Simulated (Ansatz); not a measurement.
From the elastic tensor of SiC at 35 GPa (stress–strain coefficients) to moduli and sound speeds

Computed with Ansatz, DFT PBEsol, scalar-relativistic, plane waves, PAW. Settings: 420 eV plane-wave cutoff, Γ-centred 12×12×6 mesh, fixed occupations. No spin polarisation.

The structure is hexagonal, space group P6_3mc (No. 186). The conventional cell has a = 2.953 Å, b = 2.953 Å, c = 4.839 Å, α = 90.00°, β = 90.00°, γ = 120.00°. Si (site symmetry 3m) is surrounded by 4 C at 1.81 to 1.82 Å. Around C (site symmetry 3m) lie 4 Si at 1.81 to 1.82 Å.

Other phases may be more stable at this pressure.

Relaxed-ion constants (GPa, on the Cartesian axes of the calculation):
C11 = 659.7, C12 = 233.6, C13 = 159.3, C22 = 659.7, C23 = 159.3, C33 = 713.4, C44 = 154.9, C55 = 154.9, C66 = 213.1 GPa; the others vanish.

Density 3.645 g/cm³; 4 atoms in 36.54 Å³.

The values that follow are for a polycrystal of randomly turned grains, by Hill's mean where one number stands.

With S = C⁻¹: B_V = (C11+C22+C33+2(C12+C13+C23))/9, G_V = (C11+C22+C33−C12−C13−C23+3(C44+C55+C66))/15, 1/B_R = S11+S22+S33+2(S12+S13+S23), 15/G_R = 4(S11+S22+S33−S12−S13−S23)+3(S44+S55+S66); Hill is their mean. Then v_l = √((B+4G/3)/ρ), v_t = √(G/ρ), v_m = [(2/v_t³+1/v_l³)/3]^(−1/3) and Θ = (ħ/k_B)·v_m·(6π²n/V)^(1/3) for n atoms in the volume V; E = 9BG/(3B+G), ν = (3B−2G)/(2(3B+G)) and A^U = 5G_V/G_R + B_V/B_R − 6.

| Property | Result |
| --- | --- |
| Bulk modulus, Voigt / Reuss / Hill | 348.6 / 348.6 / 348.6 GPa |
| Shear modulus, Voigt / Reuss / Hill | 203.3 / 193.3 / 198.3 GPa |
| Young's modulus | 500 GPa |
| Poisson ratio | 0.261 |
| Pugh ratio B/G | 1.76 |
| Universal anisotropy index | 0.26 |
| Longitudinal and transverse sound speeds | 12969 and 7376 m/s |
| Debye temperature from the mean sound speed | 1168 K |

Cost: 1 run of about 2.3 core-minutes, on Intel Xeon 6975P-C (Granite Rapids) (shared hosts).

The compressed wurtzite lattice is anisotropic mainly in shear. The Voigt and Reuss bulk moduli coincide, so the a and c axes shorten almost equally under further hydrostatic loading, whereas the shear bounds differ. C33 exceeds C11 because one bond of each tetrahedron lies along c and is stretched directly by axial strain. C44 is the softest shear constant: sliding the basal bilayers over one another tilts these bonds and mostly changes angles, which cost less than bond lengths in a covalent network.

The same contrast probably explains the Pugh ratio of 1.76, high for a carbide known to be brittle at ambient pressure. Compression stiffens the resistance to volume change much more than that to bond bending. The ratio lies near the customary brittle–ductile divide and is no evidence of plasticity, which depends on dislocation motion and cleavage. The constants satisfy the hexagonal conditions for elastic stability under load, but this does not exclude phonon instabilities at finite wavevector.
